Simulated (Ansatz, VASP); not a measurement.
Cu: VASP beside Ansatz

File INCAR:

```
PREC = Accurate
ENCUT = 520
EDIFF = 1E-8
ISMEAR = -1
SIGMA = 0.03
LREAL = False
LASPH = True
NELM = 80
ALGO = Normal
ISIF = 2
LWAVE = False
LCHARG = False
GGA = PS
LEFG = True
NBANDS = 12
```

File KPOINTS:

```
Automatic mesh
0
Gamma
  17 17 17
```

Contents of POSCAR:

```
Cu
1.0
    0.0000000000      1.8429501765      1.8429501765
    1.8429501765      0.0000000000      1.8429501765
    1.8429501765      1.8429501765      0.0000000000
Cu
1
Direct
    0.0000000000      0.0000000000      0.0000000000
```

Input for Ansatz:

```yaml
crystal:
  lattice:
    - [0.0, 1.8429501765, 1.8429501765]
    - [1.8429501765, 0.0, 1.8429501765]
    - [1.8429501765, 1.8429501765, 0.0]
  atoms:
    - { symbol: Cu, position: [0.0, 0.0, 0.0] }
kpoints:
  mp_grid: { grid: [17, 17, 17] }
scf:
  occupations: { method: fermi_dirac, width: 0.03 }
hamiltonian:
  xc: pbesol
  pseudopotentials: { kind: paw }
output:
  forces: true
  stress: true
  eigenvalues: true
  efg: { contact_densities: true }
```

Change from the starting cell: volume scaled by 1.06, PAW files.

Alike in both runs: task electric field gradients; functional PBEsol; k mesh 17 × 17 × 17; occupations fermi-dirac, width 0.03 eV; no spin polarisation.

|  | VASP | Ansatz |
| --- | --- | --- |
| version | VASP 6.6.1 | Ansatz 0.2.0 |
| potentials or method | VASP PAW PBE potentials, release 64 (Cu) | PAW with Ansatz's default frozen-core files, scalar-relativistic |
| plane-wave cutoff (eV) | 520 | 420 |
| valence electrons in the cell | 11 | 19 |

VASP gave:

| Quantity | Value |
| --- | --- |
| pressure (GPa) | -12.7 |
| Vzz of the field gradient on the site that differs most (V/Å²) | 0.0 |

**Question.** What did Ansatz give for the same quantities?

**Answer.** Pressure (GPa): -13.4; Vzz of the field gradient on the site that differs most (V/Å²): 0.0.

With one functional, cell and mesh, what is left measures potentials, basis and numerics. The two sets of potentials don't hold the same shells in valence.

Caveats: the PAW data sets were made with another functional, which shifts forces and pressure a little (VASP).
